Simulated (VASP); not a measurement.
Wanted: the native input for a VASP 6.6.1 run.

```
Task                   : single point
Functional             : PBEsol
Potentials or basis    : VASP PAW PBE potentials, release 64 (Nb_sv)
Cutoff                 : 520 eV
k mesh                 : 12 × 12 × 14
Occupations            : gaussian, width 0.1 eV
Spin                   : no spin polarisation
Dipole correction      : no
Further INCAR settings : ALGO = Fast; EDIFF = 1e-06; NBANDS = 12; ISYM = 0
```

The structure of Nb lies in POSCAR:

```
Nb
1.0
    2.8367811340     -0.0173912615      0.4141341163
   -1.4334518412      2.4828114192      0.0000000000
    1.7731584465      1.0237335064      2.8122156399
Nb
1
Direct
    0.0000000000      0.0000000000      0.0000000000
```

This isn't the form of Nb at room conditions, which is bcc.

These files were run (other wordings do the same):

INCAR

```
  ALGO = Fast
  EDIFF = 1E-6
  ENCUT = 520
  GGA = PS
  ISIF = 2
  ISMEAR = 0
  ISYM = 0
  LASPH = True
  LCHARG = False
  LREAL = False
  LWAVE = False
  NBANDS = 12
  NELM = 100
  PREC = Accurate
  SIGMA = 0.1
```

KPOINTS

```
k-points
0
Gamma
  12 12 14
```

Potentials or basis: VASP PAW PBE potentials, release 64 (Nb_sv).

Run with:

```bash
$ cat potpaw_PBE.64/Nb_sv/POTCAR > POTCAR
$ mpirun -np 1 vasp_std > vasp.out
```

Results of the run:

| Property | Result |
| --- | --- |
| Pressure | 5.5 GPa |
| Band gap on the k mesh | none (metal or under the smearing width) |

Caveat: the PAW data sets were made with another functional, which shifts forces and pressure a little.

It took 3.4 min on 1 thread of Intel(R) Xeon(R) Platinum 8488C (Sapphire Rapids), on a shared host, peak memory 0.32 GiB.
